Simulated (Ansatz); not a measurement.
The reference is InN in the wurtzite structure (space group P6_3mc, No. 186; a = 3.537 Å, c = 5.714 Å).

The values are results of Ansatz (a program for electronic structure), PBEsol, PAW, cutoff 420 eV, scalar-relativistic without spin-orbit coupling, not measurements.

Before the change:

The pressure is 0.0 GPa and the band gap is zero.

It is then changed as follows: an isotropic linear strain of +0.44 %; the atoms relax in the strained cell.

What does the calculation give for the energy relative to the base after the change?

The energy grows by 1.1 meV/atom.

How does this affect the pressure?

The pressure (mean of the normal stresses, compression positive) goes from zero to -1.7 GPa.

Estimate the effect on the band gap.

The band gap stays zero.

The mesh was chosen for an insulator and is coarse for the gapless case. Whether these cells are dynamically stable was not tested. All final runs are without spin polarisation. The zero or small gap of InN can change with the level of theory.
